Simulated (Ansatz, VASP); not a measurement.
# One calculation of BaTiO3, two programs

```xyz
5
Lattice="4.0846 0.0000 0.0000 0.0000 4.0846 0.0000 0.0000 0.0000 4.0846" Properties=species:S:1:pos:R:3 pbc="T T T"
Ba    2.0423    2.0423    2.0423
Ti    0.0000    0.0000    0.0000
O     0.0000    0.0000    2.0423
O     0.0000    2.0423    0.0000
O     2.0423    0.0000    0.0000
```

Change from the starting cell: volume scaled by 1.06.

Alike in both runs: task single point; functional PBE; k mesh 7 × 7 × 7; occupations fermi-dirac, width 0.05 eV; no spin polarisation.

```csv
,VASP,Ansatz
version,VASP 6.6.1,Ansatz 0.2.0
potentials or method,"VASP PAW PBE potentials, release 64 (Ba_sv, Ti_sv, O)",Ansatz PAW
plane-wave cutoff (eV),520,420
valence electrons in the cell,40,40
```

Ansatz gave:

* gap on the k mesh at the Fermi level (eV): 1.73
* least direct gap on the mesh (eV): 1.84
* pressure (GPa): -7.1

Question: Estimate VASP's values.

Answer: gap on the k mesh at the Fermi level (eV): 1.68; least direct gap on the mesh (eV): 1.82; pressure (GPa): -5.6.

Caveats: spin-orbit coupling is left out, which moves the levels of the heavy elements; an odd mesh through Γ misses points on the zone boundary, where band edges often lie (VASP); odd divisions of the mesh miss points on the zone boundary, where band edges often lie, so the gap on the mesh can be too wide (Ansatz); the pressure holds a Pulay correction of +0.5 GPa for the finite cutoff (Ansatz).
